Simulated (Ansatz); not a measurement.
Runs of Ansatz 0.2.0 on TiNi. Symmetry: P4/mmm, No. 123, tetragonal system. The conventional cell has a = 2.736 Å, b = 2.736 Å, c = 3.581 Å, α = 90.00°, β = 90.00°, γ = 90.00°. Ni (site symmetry 4/mmm) is surrounded by 8 Ti at 2.64 Å and 4 Ni at 2.74 Å. Around Ti (site symmetry 4/mmm) lie 8 Ni at 2.64 Å and 4 Ti at 2.74 Å. The cell comes from a database or a generator and needn't be the stable form of this composition.

```csv
task,level,potentials or basis,k mesh,cutoff (eV),mesh quality,V0 of scaled cells (Å³/atom),B0 (GPa)
equation of state,PBE0,Ansatz PAW,6 × 6 × 4,420,coarse,13.37,(a)
equation of state,PBEsol,Ansatz PAW,10 × 10 × 8,420,not flagged,12.89,173
equation of state,PBEsol,PseudoDojo standard,10 × 10 × 8,1333,not flagged,12.89,173
equation of state,PBEsol,JTH PAW,10 × 10 × 8,2400,not flagged,12.94,172
equation of state,PBEsol,Ansatz PAW earlier set,10 × 10 × 8,920,not flagged,12.89,173
equation of state,r2SCAN,Ansatz PAW,10 × 10 × 8,500,not flagged,13.16,166
equation of state,HSE06,Ansatz PAW,6 × 6 × 4,420,coarse,13.37,(b)
```

Alike in all rows: spin collinear, ferromagnetic start; cell as given; smearing fermi-dirac 0.05 eV.

Problem. Estimate the missing entries.

Solution. (a) 153; (b) 154.

Caveats: some runs use coarse meshes; the cell was scaled at fixed shape and fractional positions, which overstates the stiffness of a crystal with free parameters, most of all of layers and chains; the PAW data sets come from PBE, with cores solved anew for the run's functional, which leaves a small shift of forces and pressure (some runs); the magnetic or orbital state may not be the lowest (some runs).

Not every run made on this cell is shown here.
